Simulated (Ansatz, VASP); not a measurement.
## Two plane-wave programs on Mg

```xyz
2
Lattice="3.1834 0.0000 0.0000 -1.5917 2.7569 0.0000 0.0000 0.0000 5.1080" Properties=species:S:1:pos:R:3 pbc="T T T"
Mg    0.0000    1.8380    1.2770
Mg    1.5917    0.9190    3.8310
```

Change from the starting cell: band edges of the strained film's bulk.

Alike in both runs: task single point; functional PBEsol; k mesh 12 × 12 × 7; occupations gaussian, width 0.1 eV; no spin polarisation.

```csv
,VASP,Ansatz
version,VASP 6.6.1,Ansatz 0.2.0
potentials or method,"VASP PAW PBE potentials, release 64 (Mg)","scalar-relativistic, plane waves, PAW"
plane-wave cutoff (eV),520,420
valence electrons in the cell,4,20
```

|  | VASP | Ansatz | Ansatz less VASP |
| --- | --- | --- | --- |
| gap on the k mesh at the Fermi level (eV) | none | none | - |
| pressure (GPa) | 0.1 | 0.1 | +0.05 |
| largest component of the traceless stress (GPa) | 0.17 | 0.18 | +0.004 |

A gap of «none» marks a metal or a gap that the smearing closes. The two sets of potentials don't hold the same shells in valence.

Caveats: the PAW data sets were made with another functional, which shifts forces and pressure a little (VASP).
